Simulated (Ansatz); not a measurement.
# As3Pt: the cost of one run

Program: Ansatz 0.2.0. Level of theory: DFT PBE, scalar-relativistic, plane waves, PAW. These are calculated values, not measurements.

### 1 The system as given

It takes space group Pm-3n (No. 223, cubic). Conventional cell: a = 5.439 Å, b = 5.439 Å, c = 5.439 Å, α = 90.00°, β = 90.00°, γ = 90.00°. As (site symmetry -4m2) has 2 As at 2.72 Å and 4 Pt at 3.04 Å as nearest neighbours. Pt (site symmetry m-3) is surrounded by 12 As at 3.04 Å.

As a file:

```xyz
8
Lattice="5.4386 0.0000 0.0000 0.0000 5.4386 0.0000 0.0000 0.0000 5.4386" Properties=species:S:1:pos:R:3 pbc="T T T"
As    0.0000    2.7193    1.3596
As    0.0000    2.7193    4.0789
As    1.3596    0.0000    2.7193
As    4.0789    0.0000    2.7193
As    2.7193    4.0789    0.0000
As    2.7193    1.3596    0.0000
Pt    0.0000    0.0000    0.0000
Pt    2.7193    2.7193    2.7193
```

This is candidate A: A15 type (Pm-3n, No. 223).

(A quick probe on a coarse mesh, which set the mesh and smearing, is not shown.)

### 3 Coarse relaxation (candidate A)

The input, input.yaml:

```yaml
crystal:
  lattice:
    - [5.4385777681, 0.0, 0.0]
    - [0.0, 5.4385777681, 0.0]
    - [0.0, 0.0, 5.4385777681]
  atoms:
    - { symbol: As, position: [0.0, 0.5, 0.25] }
    - { symbol: As, position: [0.0, 0.5, 0.75] }
    - { symbol: As, position: [0.25, 0.0, 0.5] }
    - { symbol: As, position: [0.75, 0.0, 0.5] }
    - { symbol: As, position: [0.5, 0.75, 0.0] }
    - { symbol: As, position: [0.5, 0.25, 0.0] }
    - { symbol: Pt, position: [0.0, 0.0, 0.0] }
    - { symbol: Pt, position: [0.5, 0.5, 0.5] }
basis:
  ecutwfc: 420
kpoints:
  mp_grid: { grid: [4, 4, 4] }
hamiltonian:
  xc: pbe
scf:
  occupations: { method: gaussian, width: 0.1 }
  lower_state_search: "off"
output:
  forces: true
  stress: true
  eigenvalues: true
relax:
  adjacent_minimum: "off"
  f_tol: 0.04
  max_steps: 70
  cell: { stress_tol: 0.4 }
```

The run is started by

```
$ ansatz run input.yaml --threads 1 --pin off --max-ram 2560MiB --backend cpu --events-out ev --progress --plain --runs-dir out
```

What time and memory should one allow on 1 thread of Arm Neoverse V2, shared host?

About 40 s, with a peak of 0.46 GiB.
